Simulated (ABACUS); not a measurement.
**WS2 under changes of volume**

One of the cells (17.744 Å³/atom); the others are scaled copies at fixed shape and fractional positions:

```
W S
1.0
     1.57900    0.91164    6.16333
    -1.57900    0.91164    6.16333
     0.00000   -1.82327    6.16333
W S
1 2
Direct
  0.00000 0.00000 0.00000
  0.58100 0.58100 0.58100
  0.75030 0.75030 0.75030
```

Measurements of this composition are mostly on another form, of space group No. 194.

| Quantity | Value |
| --- | --- |
| Program | ABACUS 3.10.1 |
| Functional | PBE |
| Potentials or basis | PseudoDojo NC SR 0.4.1 PBE standard |
| Cutoff | 1007 eV |
| Density cutoff | 4027 eV |
| Basis | plane waves |
| k mesh | 10 × 10 × 10 |
| Occupations | fermi-dirac, width 0.05 eV |
| Spin | no spin polarisation |

```csv
volume (Å³/atom),energy over the lowest point (meV/atom),pressure (GPa),gap on the mesh (eV),largest force (eV/Å)
16.679,76.01,17.0,0.99,1.769
17.034,?,?,?,?
17.389,20.63,8.3,1.04,0.902
17.744,6.42,4.6,1.07,0.610
18.099,0.00,1.2,1.08,0.582
18.454,0.61,-1.8,1.10,0.733
18.809,7.54,-4.5,1.11,1.016
```

Question: What does the run at 17.034 Å³/atom give?

Answer: Energy over the lowest point 43.51 meV/atom; pressure 12.4 GPa; gap on the mesh 1.02 eV; largest force 1.322 eV/Å.

Worked out: A Birch-Murnaghan fit of order 3 (a polynomial in V^(-2/3)) to the other rows has its minimum at 18.24 Å³/atom with B0 = V·E''(V) = 156 GPa and B' = 4.4 at fixed shape and positions, which overstates the stiffness. It gives 43.51 meV/atom at 17.034 Å³/atom, against the run's 43.51, and -dE/dV = 12.4 GPa, against 12.4. A parabola through the other rows of the gap, of slope 1.29 eV per unit of ln V there, gives 1.02 eV, against the run's 1.02.

Energies are extrapolated to zero smearing.

Caveats: spin-orbit coupling is left out, which moves the levels of the heavy elements; forces of over 1 eV/Å show positions far from the minimum, so gaps and moduli don't describe the material at rest (some runs).

A mesh can miss the band edges.
